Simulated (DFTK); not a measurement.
Input of a DFTK 0.8.2 run:

File run.jl:

```julia
using DFTK
using PseudoPotentialData
using Unitful, UnitfulAtomic
using LinearAlgebra, Printf
include("save.jl")
disable_threading()

# lattice vectors are the columns
lattice = austrip(1u"Å") * [           0.0   2.0859016414   2.0859016414;
             2.0859016414            0.0   2.0859016414;
             2.0859016414   2.0859016414            0.0]
symbols   = [:Ni, :O]
positions = [[0.0, 0.0, 0.0],
             [0.5, 0.5, 0.5]]
pseudopotentials = PseudoFamily("dojo.nc.sr.pbe.v0_4_1.standard.upf")
elements = Dict(s => ElementPsp(s, pseudopotentials) for s in unique(symbols))
atoms    = [elements[s] for s in symbols]
magnetic_moments = [2.5, 0.0]

build_model(lattice, positions; symmetries=true) =
    model_DFT(lattice, atoms, positions;
              functionals=PBE(),
              magnetic_moments,
              spin_polarization=:collinear,
              temperature=austrip(0.05u"eV"),
              smearing=Smearing.FermiDirac(),
              symmetries)
Ecut  = 49.0  # hartree
kgrid = [11, 11, 11]
tol   = 1e-6
to_GPa = ustrip(uconvert(u"GPa", 1u"hartree/bohr^3"))

model = build_model(lattice, positions)
basis = PlaneWaveBasis(model; Ecut, kgrid)
display(basis)
scfres = self_consistent_field(basis;
                               tol,
                               ρ=guess_density(basis, magnetic_moments),
                               nbandsalg=AdaptiveBands(model; n_bands_converge=18))
display(scfres.energies)
@printf "Fermi level: %.6f eV\n" ustrip(auconvert(u"eV", something(scfres.εF, NaN)))
forces = compute_forces_cart(scfres)
println("Forces (eV/Å)")
for (s, f) in zip(symbols, forces)
    @printf "%-3s %12.6f %12.6f %12.6f\n" s ustrip.(auconvert.(u"eV/Å", f))...
end
stress = compute_stresses_cart(scfres)
println("Stress (GPa)")
display(round.(stress * to_GPa; digits=4))
@printf "Total moment: %.4f μB\n" sum(spin_density(scfres.ρ)) * scfres.basis.dvol
println("Levels at the first k-point (eV): ", round.(ustrip.(auconvert.(u"eV", scfres.eigenvalues[1][1:scfres.n_bands_converge])); digits=4))
save_scf!(scfres; forces, stress)
```

Potentials or basis: dojo.nc.sr.pbe.v0_4_1.standard.upf (PBE).

Run with:

```bash
$ julia --threads=1 run.jl  # save.jl only writes the numbers to a file and isn't shown; printed stress counts tension as positive; times include loading and compiling
```

(1) What does it give for the band gap on the k mesh?

(2) Predict the site moments.

Results:

(1) none (metal or under the smearing width).

(2) Ni +1.51; O +0.32 μB.

Caveat: a cell with one magnetic atom can't hold antiferromagnetic order, which such compounds often take; semilocal functionals often make such compounds metallic where correlation or magnetic order opens a gap, which also shifts bond lengths.

The gap isn't set beside the measured one, since this odd mesh misses points on the zone boundary.
